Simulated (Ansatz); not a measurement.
# SnSe (model cell, started as zinc blende): from the cell to its phonons

How does SnSe (model cell, started as zinc blende) vibrate, and is this structure a minimum?

Method: DFT PBEsol, scalar-relativistic, plane waves, PAW, in Ansatz 0.2.0.

Most raw output is cut from this account.

The structure was built from a prototype and need not be the compound's stable phase.

**1. Starting point**

It takes space group F-43m (No. 216, cubic). The conventional cell has a = 6.686 Å, b = 6.686 Å, c = 6.686 Å, α = 90.00°, β = 90.00°, γ = 90.00°. Nearest to Sn lie 4 Se at 2.90 Å. Nearest to Se lie 4 Sn at 2.90 Å. Farther neighbours and most contacts between anions are not listed.

As a file:

```cif
data_structure
_symmetry_space_group_name_H-M 'P 1'
_symmetry_Int_Tables_number 1
_cell_length_a 4.7278
_cell_length_b 4.7278
_cell_length_c 4.7278
_cell_angle_alpha 60.000
_cell_angle_beta 60.000
_cell_angle_gamma 60.000
_cell_volume 74.73
loop_
_atom_site_label
_atom_site_type_symbol
_atom_site_fract_x
_atom_site_fract_y
_atom_site_fract_z
_atom_site_occupancy
Sn1 Sn 0.00000 0.00000 0.00000 1
Se2 Se 0.25000 0.25000 0.25000 1
```

**2. Bringing the structure to rest**

Harmonic phonons are second derivatives at a point where the forces vanish, and they are wanted at zero stress, so atoms and cell are relaxed first.

input.yaml

```yaml
crystal:
  lattice:
    - [0.0, 3.34309, 3.34309]
    - [3.34309, 0.0, 3.34309]
    - [3.34309, 3.34309, 0.0]
  atoms:
    - { symbol: Sn, position: [0.0, 0.0, 0.0] }
    - { symbol: Se, position: [0.25, 0.25, 0.25] }
kpoints:
  mp_grid: { grid: [10, 10, 10] }
hamiltonian:
  xc: pbesol
scf:
  occupations: { method: gaussian, width: 0.1 }
output:
  forces: true
  stress: true
  eigenvalues: true
relax:
  adjacent_minimum: "off"
  f_tol: 0.005
  max_steps: 80
  cell: { stress_tol: 0.05 }
```

On the command line:

```bash
ansatz run input.yaml --threads 4 --pin off --max-ram 7168MiB --backend cpu --events-out ev --progress --plain --runs-dir out
```

Wall time 6.4 s (4 threads of Arm Neoverse V2, shared host); peak memory 0.44 GiB; 24 s of CPU time.

The steps of the relaxation:

```csv
step,energy less that of the first step (eV),largest force component (eV/Å),pressure (GPa),volume (Å³)
1,0.0000,0.0000,-0.42,74.73
2,-0.0014,0.0000,0.07,73.59
3,-0.0014,0.0000,0.00,73.75
4*,-0.0013,0.0000,0.00,73.75
```

Relaxation steps marked * repeat the geometry before them on a plane-wave basis chosen anew for their cell, so energy and pressure can jump there.

The run keeps the 24 symmetry operations that it works with, so distortions that break them were not tested.

| conventional cell, symmetrised | before | after | change |
| --- | --- | --- | --- |
| a (Å) | 6.686 | 6.657 | -0.4 % |
| b (Å) | 6.686 | 6.657 | -0.4 % |
| c (Å) | 6.686 | 6.657 | -0.4 % |
| volume (Å³/atom) | 37.36 | 36.88 | -1.3 % |

The relaxed structure:

```cif
data_structure
_symmetry_space_group_name_H-M 'P 1'
_symmetry_Int_Tables_number 1
_cell_length_a 4.7072
_cell_length_b 4.7072
_cell_length_c 4.7072
_cell_angle_alpha 60.000
_cell_angle_beta 60.000
_cell_angle_gamma 60.000
_cell_volume 73.75
loop_
_atom_site_label
_atom_site_type_symbol
_atom_site_fract_x
_atom_site_fract_y
_atom_site_fract_z
_atom_site_occupancy
Sn1 Sn 0.00000 0.00000 0.00000 1
Se2 Se 0.25000 0.25000 0.25000 1
```

Numbers from this step:

```
pressure          : -0.001138 GPa
volume per atom   : 36.88 Å³
gap on the k-mesh : 0 eV
```

In this step the volume went from 37.36 to 36.88 Å³/atom.

**3. Tight relaxation**

Phonons need a cell at rest on their own settings, so the relaxation is repeated with tight tolerances on forces and stress on the k mesh and occupations of the first response run.

input.yaml

```yaml
crystal:
  lattice:
    - [0.0, 3.3284953878, 3.3284953878]
    - [3.3284953878, 0.0, 3.3284953878]
    - [3.3284953878, 3.3284953878, 0.0]
  atoms:
    - { symbol: Sn, position: [0.0, 0.0, 0.0] }
    - { symbol: Se, position: [0.25, 0.25, 0.25] }
kpoints:
  mp_grid: { grid: [12, 12, 12] }
hamiltonian:
  xc: pbesol
scf:
  occupations: { method: methfessel_paxton, width: 0.15 }
output:
  forces: true
  stress: true
  eigenvalues: true
  write_density: true
  write_potential: true
  elf: true
  volumetric_format: npy
relax:
  adjacent_minimum: "off"
  f_tol: 0.001
  max_steps: 60
  cell: { stress_tol: 0.01 }
```

Elapsed: 7.7 s, on 4 threads; peak memory 0.47 GiB.

Little changed from the start: no atom moved by 0.005 Å and no cell edge by 0.1 %.

Numbers from this step:

```yaml
pressure: -0.004905 GPa
volume_per_atom: 36.91 Å³
```

ELF in the ac plane of a cell with a along [110], b along [-110] and c along [001] of the cube at fractional y = 0.000, with atoms of Sn and Se within 0.2 Å of it. It is the smooth field of the valence electrons, not physical close to the nuclei.

Values, 10 rows by 16 columns, each cell a mean:
```
0.13 0.30 0.39 0.59 0.63 0.44 0.32 0.18 0.13 0.30 0.39 0.59 0.63 0.44 0.32 0.18
0.33 0.35 0.67 0.72 0.68 0.73 0.42 0.32 0.33 0.35 0.67 0.72 0.68 0.73 0.42 0.32
0.17 0.39 0.75 0.51 0.37 0.75 0.53 0.19 0.17 0.39 0.75 0.51 0.37 0.75 0.53 0.19
0.05 0.33 0.69 0.75 0.74 0.73 0.45 0.09 0.05 0.33 0.69 0.75 0.74 0.73 0.45 0.09
0.01 0.10 0.34 0.51 0.53 0.40 0.16 0.02 0.01 0.10 0.34 0.51 0.53 0.40 0.16 0.02
0.01 0.02 0.05 0.09 0.10 0.06 0.02 0.01 0.01 0.02 0.05 0.09 0.10 0.06 0.02 0.01
0.04 0.03 0.01 0.01 0.01 0.01 0.02 0.04 0.04 0.03 0.01 0.01 0.01 0.01 0.02 0.04
0.22 0.16 0.05 0.01 0.01 0.03 0.13 0.21 0.22 0.16 0.05 0.01 0.01 0.03 0.13 0.21
0.34 0.37 0.23 0.04 0.03 0.15 0.35 0.35 0.34 0.37 0.23 0.04 0.03 0.15 0.35 0.35
0.07 0.32 0.30 0.17 0.17 0.25 0.36 0.13 0.07 0.32 0.30 0.17 0.17 0.25 0.36 0.13
```
Columns run along a (9.4 Å), rows up along c (6.7 Å), edges of the conventional cell, whose origin can differ from the input's. Atoms in or near the plane, at fractional coordinates: Sn at (0.50, 0.00), Sn at (0.00, 0.00), Se at (0.75, 0.75), Se at (0.25, 0.75).

Electrostatic potential energy in the ac plane of a cell with a along [110], b along [-110] and c along [001] of the cube at fractional y = 0.000, with atoms of Sn and Se within 0.2 Å of it. With pseudopotentials it is smooth inside the atoms' cores, unlike the true potential.

Values in eV, 10 rows by 16 columns, each cell a mean:
```
  3  -8   4   5   4   5  -5  -1   3  -8   4   5   4   5  -5  -1
 -4   2   0 -11 -11  -4   4  -3  -4   2   0 -11 -11  -4   4  -3
  8   8  -5  -7  -3 -10   7   8   8   8  -5  -7  -3 -10   7   8
 10   9   4  -8 -10   0   9  10  10   9   4  -8 -10   0   9  10
 10  10   9   8   7   9  10  10  10  10   9   8   7   9  10  10
 10  10   9   9   9   9  10  10  10  10   9   9   9   9  10  10
  9   9   9   9   9   9   9   9   9   9   9   9   9   9   9   9
  7   8   9   9   9   9   8   7   7   8   9   9   9   9   8   7
 -8  -1   7   9   9   8   2  -7  -8  -1   7   9   9   8   2  -7
  8  -9   4   8   9   6  -7   4   8  -9   4   8   9   6  -7   4
```
Columns run along a (9.4 Å; values clipped at the 3rd and 97th percentile), rows up along c (6.7 Å), edges of the conventional cell, whose origin can differ from the input's. Atoms in or near the plane, at fractional coordinates: Sn at (0.50, 0.00), Sn at (0.00, 0.00), Se at (0.75, 0.75), Se at (0.25, 0.75).

Valence density in the ac plane of a cell with a along [110], b along [-110] and c along [001] of the cube at fractional y = 0.000, with atoms of Sn and Se within 0.2 Å of it. It is the smooth field of the valence electrons, not physical close to the nuclei.

Ten steps, logarithmic in the rise over the least value, from '_' (0 e/Å³) to '@' (33 e/Å³), each cell a mean:
```
##++--..__________..::==**##++--..__________..::==**
==--::......::........::====--::......::........::==
::......::--====::........::......::--====::........
______..::**%%##==::..__________..::**%%##==::..____
______..--##@@%%==::..__________..--##@@%%==::..____
______..::==##**--..____________..::==##**--..______
________..::--::....______________..::--::....______
__________......____________________......__________
____________________________________________________
____________________________________________________
____________________________________________________
____________________________________________________
____________________________________________________
____________________________________________________
..______________________....______________________..
--::..________________..::--::..________________..::
**==::______________..--++**==::______________..--++
%%**--..____________::==##%%**--..____________::==##
```
Columns run along a (9.4 Å), rows up along c (6.7 Å), edges of the conventional cell, whose origin can differ from the input's. Atoms in or near the plane, at fractional coordinates: Sn at (0.50, 0.00), Sn at (0.00, 0.00), Se at (0.75, 0.75), Se at (0.25, 0.75).

The forces vanish by symmetry and the pressure is -0.005 GPa, within the tolerances set. The cell now holds 36.91 Å³/atom.

**4. Linear response at the zone centre**

The zone centre comes first: it holds the modes that light can see, as far as symmetry allows. No field response is asked, since the mesh shows no gap.

input.yaml, the sections that differ from step 3:

```yaml
crystal:
  lattice:
    - [0.0, 3.3296317145, 3.3296317145]
    - [3.3296317145, 0.0, 3.3296317145]
    - [3.3296317145, 3.3296317145, 0.0]
  atoms:
    - { symbol: Sn, position: [0.0, 0.0, 0.0] }
    - { symbol: Se, position: [0.25, 0.25, 0.25] }
output:
  eigenvalues: true
phonons:
  method: dfpt
# kpoints, hamiltonian, scf: as in step 3
# relax: removed
```

The job ended after 18 s (4 threads; peak memory 0.93 GiB; 69 s of CPU time).

This step gave:

```
sum-rule residual before enforcement                    : 1.84e-5 eV/Å²
point group                                             : -43m
highest optical mode at the zone centre (no LO-TO term) : 116.6 cm⁻¹
lowest optical zone-centre mode                         : 116.6 cm⁻¹
```

Patterns of degenerate modes are one choice out of their space. The modes at Γ (shares of kinetic energy by element, %):

```
mode  frequency (cm⁻¹)  symmetry  Sn %  Se %
   1               0.0  acoustic    60    40
   2               0.0  acoustic    60    40
   3               0.0  acoustic    60    40
   4             116.6        T2    40    60
   5             116.6        T2    40    60
   6             116.6        T2    40    60
```

Displacements in mode 6 (116.6 cm⁻¹), the largest set to 1:
```
Sn1  0.00 -0.67  0.00
Se2  0.00  1.00  0.00
```

Before it was imposed, the acoustic sum rule was missed by 1.8e-5 eV/Å². Small misses are needed for a sound result but don't prove that mesh and cutoff are converged. The lowest optical mode is real, 117 cm⁻¹.

**5. Phonons on a q mesh**

Stability and thermal properties need the whole zone. Linear response on a 4×4×4 q mesh gives force constants as far as a supercell of that size would.

Edit input.yaml of step 4 so:

```diff
@@ -18 +18,8 @@
   method: dfpt
+  qmesh: [4, 4, 4]
+  temperatures: { t_max: 1000, t_step: 50 }
+  qpath:
+    path:
+      - [[0.0, 0.0, 0.0], [-0.5, -0.5, 0.0], [-0.375, -0.375, 0.25]]
+      - [[-0.375, 0.0, 0.375], [0.0, 0.0, 0.0], [0.0, 0.0, 0.5], [-0.5, -0.25, 0.25], [-0.5, -0.5, 0.0]]
+    npoints: 10
```

It took 7.6 min on 4 threads; peak memory 4.3 GiB; 30 min of CPU time.

Numbers from this step:

| Quantity | Value |
| --- | --- |
| sum-rule residual before enforcement | 1.86e-5 eV/Å² |
| lowest frequency on the path | -57.80 cm⁻¹ |
| highest frequency on the path or at a solved wavevector | 136.7 cm⁻¹ |
| lowest mode on the q mesh (acoustic modes at Γ apart) | -57.8 cm⁻¹ |

Frequencies (cm⁻¹) solved at each irreducible wavevector; negative means imaginary. Frequencies by wavevector, by row:

```
q in reciprocal lattice units  star  mode 1  mode 2  mode 3  mode 4  mode 5  mode 6
                        0 0 0     1       0       0       0   116.6   116.6   116.6
                     0 0 0.25     8   -18.8   -18.8    41.9   115.1   115.1   135.2
                     0 0 -0.5     4   -18.6   -18.6    79.1   113.3   113.3   131.4
                  0 0.25 0.25     6   -49.6   -49.6    65.2    98.2    98.2   134.3
                  0 0.25 -0.5    24   -37.4   -37.4    88.1    97.3    98.1   128.3
                 0 0.25 -0.25    12   -44.5   -19.9    71.5   101.4   110.8   125.7
                  0 -0.5 -0.5     3   -57.8   -57.8      79      79    95.4     112
              0.25 -0.5 -0.25     6   -50.8     -35    81.9    90.8   110.1   115.2
```

Interpolated from a 4×4×4 q mesh. Phonon branches along the path, in cm⁻¹:

```csv
point,branch 1,branch 2,branch 3,branch 4,branch 5,branch 6
Γ,0,0,0,117,117,117
halfway,-50,-50,65,98,98,134
X,-58,-58,79,79,95,112
halfway,-54,-50,80,82,100,114
U,-48,-35,84,92,105,119
jump to K,-48,-35,84,92,105,119
halfway,-40,-13,53,107,115,129
Γ,0,0,0,117,117,117
halfway,-19,-19,42,115,115,135
L,-19,-19,79,113,113,131
halfway,-38,-22,89,99,106,127
W,-51,-35,82,91,110,115
halfway,-52,-45,81,85,104,115
X,-58,-58,79,79,95,112
```

The phonon density of states has structure finer than the step of the table below, so its rows give means over 5 cm⁻¹, whole bins alone (the curve runs from -57 to 137 cm⁻¹). Peaks (cm⁻¹: height): -49.0: 0.0632, 85.0: 0.0894, 103.0: 0.119, 131.0: 0.0857.

Tetrahedra on a 16×16×16 mesh, mean over bins of 2 cm-1. Interpolated from a 4×4×4 q mesh. Table of phonon density of states by wavenumber; means over each step:

```csv
wavenumber (cm⁻¹),phonon density of states (1/cm⁻¹/cell)
-50,0.0560
-45,0.0563
-40,0.0492
-35,0.0486
-30,0.0498
-25,0.0517
-20,0.0438
-15,0.0177
-10,0.00376
-5,0.00177
0,5.2e-4
5,8.0e-5
10,1.9e-4
15,4.1e-4
20,7.6e-4
25,0.00127
30,0.00193
35,0.00275
40,0.00371
45,0.00482
50,0.00604
55,0.00739
60,0.00891
65,0.0107
70,0.0131
75,0.0174
80,0.0414
85,0.0796
90,0.0482
95,0.0534
100,0.0841
105,0.0959
110,0.0694
115,0.0559
120,0.0309
125,0.0520
130,0.0767
```

The partial phonon density of states has structure finer than the step of the table below, so its rows give means over 5 cm⁻¹, whole bins alone (the curve runs from -67.7 to 151 cm⁻¹). Peaks (cm⁻¹: height): Se -48.5: 0.0488, 86.1: 0.0206, 113.6: 0.0354, 130.1: 0.0379; Sn -22.4: 0.0250, 84.8: 0.0559, 102.6: 0.0678, 130.1: 0.0363.

Phonopy on the run's constants, 15x15x15 mesh, Gaussian sigma 2.0 cm-1. Interpolated from a 4×4×4 q mesh. The partial phonon density of states by wavenumber; means over each step; values in 1/cm⁻¹/cell:

```csv
wavenumber (cm⁻¹),Se,Sn
-65,1.9e-5,1.1e-6
-60,0.00262,3.3e-4
-55,0.0191,0.00327
-50,0.0442,0.00992
-45,0.0422,0.0128
-40,0.0345,0.0137
-35,0.0324,0.0163
-30,0.0308,0.0171
-25,0.0294,0.0204
-20,0.0242,0.0215
-15,0.00825,0.00851
-10,0.00193,0.00246
-5,8.4e-4,0.00119
0,5.3e-4,7.6e-4
5,2.7e-4,4.0e-4
10,1.8e-4,2.7e-4
15,8.7e-5,1.2e-4
20,4.8e-4,6.7e-4
25,3.5e-4,4.9e-4
30,0.00101,0.00137
35,0.00113,0.00150
40,0.00157,0.00199
45,0.00240,0.00296
50,0.00267,0.00306
55,0.00341,0.00381
60,0.00468,0.00499
65,0.00486,0.00496
70,0.00684,0.00673
75,0.00868,0.00942
80,0.0141,0.0289
85,0.0197,0.0528
90,0.0146,0.0402
95,0.0151,0.0392
100,0.0251,0.0569
105,0.0316,0.0597
110,0.0309,0.0392
115,0.0330,0.0243
120,0.0223,0.0122
125,0.0283,0.0231
130,0.0362,0.0342
135,0.0186,0.0173
140,0.00103,0.00102
145,1.3e-6,1.3e-6
```

Second derivatives of the energy by pair, one row for each kind of neighbour of each atom listed. Each entry sums the pair over the periodic images of the supercell that the q mesh stands for, and in a polar crystal it holds the long-range dipole part too. Force constants by pair, by row:

```
atom  neighbour  distance (Å)  third of the trace (eV/Å²)  along the pair's line (eV/Å²)
 Sn1     itself             0                       3.441                              –
 Sn1         Se         2.884                     -0.6501                         -1.505
 Sn1         Sn         4.709                     -0.0512                        -0.3855
 Sn1         Se         5.522                     -0.0174                         0.0388
 Sn1         Sn         6.659                     -0.0804                        -0.0672
 Sn1         Se         7.257                      0.0402                         0.0548
 Se2     itself             0                       1.626                              –
 Se2         Sn         2.884                     -0.6501                         -1.505
 Se2         Se         4.709                      0.0867                        -0.1816
 Se2         Sn         5.522                     -0.0174                         0.0388
 Se2         Se         6.659                      -0.081                        -0.1365
 Se2         Sn         7.257                      0.0402                         0.0548
```

Symmetry leaves 8 wavevectors to solve. The lowest mode among them, the acoustic zeros apart, lies at q = (0, -0.5, -0.5) and is imaginary, 57.8i cm⁻¹, so the energy falls along it.

**6. Another isotope, element Se, natural mass 78.971 amu**

An isotope changes the mass and not the force constants, so no new electronic calculation is needed; the shifts show which modes move this element.

The same force constants with the mass of Se changed from 78.971 to 81.917 u (phonopy, no LO-TO term). Both lists are sorted by frequency; levels can cross, so a row need not hold one and the same mode. Modes under 3 cm⁻¹ are left out. Isotope shifts, by row:

| q | rank | natural mass (cm⁻¹) | changed mass (cm⁻¹) |
| --- | --- | --- | --- |
| 0 0 0 | 4 | 116.6 | 115.3 |
| 0 0 0 | 5 | 116.6 | 115.3 |
| 0 0 0 | 6 | 116.6 | 115.3 |
| 0 0 0.25 | 1 | -18.78 | -18.62 |
| 0 0 0.25 | 2 | -18.78 | -18.62 |
| 0 0 0.25 | 3 | 41.87 | 41.49 |
| 0 0 0.25 | 4 | 115.1 | 114 |
| 0 0 0.25 | 5 | 115.1 | 114 |
| 0 0 0.25 | 6 | 135.2 | 133.9 |
| 0 0 -0.5 | 1 | -18.63 | -18.46 |
| 0 0 -0.5 | 2 | -18.63 | -18.46 |
| 0 0 -0.5 | 3 | 79.12 | 78.16 |
| 0 0 -0.5 | 4 | 113.3 | 112.3 |
| 0 0 -0.5 | 5 | 113.3 | 112.3 |
| 0 0 -0.5 | 6 | 131.4 | 130.6 |
| 0 0.25 0.25 | 1 | -49.6 | -48.99 |
| 0 0.25 0.25 | 2 | -49.6 | -48.99 |
| 0 0.25 0.25 | 3 | 65.24 | 64.78 |
| 0 0.25 0.25 | 4 | 98.15 | 97.58 |
| 0 0.25 0.25 | 5 | 98.15 | 97.58 |
| 0 0.25 0.25 | 6 | 134.3 | 132.8 |

A mode of this element alone would shift by -1.81 %. The highest zone-centre frequency without the field goes from 116.6 to 115.3 cm⁻¹ (-1.1 %). The product of the frequency ratios over all optical modes at Γ is 0.968; the product rule, (m/m′)^(3k/2) (M′/M)^(3/2) with k = 1 such atoms and M the mass of the cell, gives 0.968.

**7. Isotope substitution, element Sn, natural mass 118.71 amu**

The same for Sn, from 118.71 to 123.91 u.

A mode of this element alone would shift by -2.12 %. The highest zone-centre frequency without the field goes from 116.6 to 115.6 cm⁻¹ (-0.8 %). The product of the frequency ratios over all optical modes at Γ is 0.975; the product rule, (m/m′)^(3k/2) (M′/M)^(3/2) with k = 1 such atoms and M the mass of the cell, gives 0.975.

**8. What came out**

```json
{
  "space group after relaxation (within 0.01 Å)": "F-43m",
  "volume per atom": "36.9 Å³",
  "electronic character": "no gap on this mesh",
  "highest optical mode at the zone centre (no LO-TO term)": "117 cm⁻¹",
  "lowest optical zone-centre mode": "117 cm⁻¹",
  "lowest mode on the q mesh (acoustic modes at Γ apart)": "-57.8 cm⁻¹",
  "highest frequency on the path or at a solved wavevector": "137 cm⁻¹",
  "imaginary modes on the 4×4×4 q mesh": "yes"
}
```

**Reading.** Modes are clearly imaginary (beyond 10i cm⁻¹) at 7 of the 8 irreducible wavevectors, most at q = (0, -0.5, -0.5) (57.8i cm⁻¹), so this structure is not a minimum of the energy. The optical modes at Γ form one degenerate level at 117 cm⁻¹. Where the functional closes the gap at Γ, the partly filled states at that one point of a Γ-centred mesh soften the zone-centre modes by up to a few per cent. With no gap, or one that is small against the smearing, the frequencies hang on the k mesh and the smearing, most of all near Kohn anomalies. A semilocal functional can close a gap that the real compound would have, so the metallic treatment may be an artefact of the level. Spin-orbit coupling is left out, which can matter for the heavy elements here. A phonon run warned that its eigensolver left some bands unconverged in a pass. The starting cell was built on a prototype and not taken from a measurement, so the phase need not exist. These are harmonic frequencies at zero temperature: anharmonic shifts, linewidths and thermal expansion are left out.

[Logs are printed without paths, hosts, clocks, repeated set-up lines and the standing remarks that a program may print on its own settings, such as how far it seeks lower states.]

[Hosts, paths, dates, database ids (printed as entryN), source tags and the programs' standing remarks are cut or masked in the printed files.]
